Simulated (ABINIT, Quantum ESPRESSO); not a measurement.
C and the pressure, program beside program

The cell as given:

Space group Fd-3m:1 (No. 227). a = 3.567 Å, b = 3.567 Å, c = 3.567 Å, α = 90.00°, β = 90.00°, γ = 90.00°
| atom | site | symmetry | x | y | z |
| --- | --- | --- | --- | --- | --- |
| C | 8a | -43m | 0.2500 | 0.2500 | 0.2500 |

Kept alike: task relaxation of cell and atoms; functional PBE; k mesh 13 × 13 × 13; occupations fermi-dirac, width 0.05 eV; no spin polarisation. The mesh is that of the run's cell of 2 atoms. No spin-orbit coupling.

- A: ABINIT, JTH PAW PBE v2.0, cutoff 517 eV
- B: Quantum ESPRESSO, SSSP 1.3 efficiency PBE, cutoff 857 eV

| pressure (GPa) | A: volume (Å³/atom) | B: volume (Å³/atom) |
| --- | --- | --- |
| 0 | 5.686 | 5.697 |
| 5 | 5.623 | 5.633 |
| 10 | 5.562 | 5.573 |
| 20 | 5.449 | 5.460 |
| 30 | 5.346 | 5.358 |

Values hold for each row's relaxed cell, which stops near the pressure aimed at. The runs follow the start's structure, whether or not it is the stable one at these pressures.

Problem. How large is the effect of the pressure, and do the programs agree on it?

Solution. From 0 to 30 GPa the volume moves by -0.340 in A, -0.339 in B (Å³/atom). Row by row the programs differ by 0.010 to 0.012, and over this span the shifts, as printed, agree within 1 %.
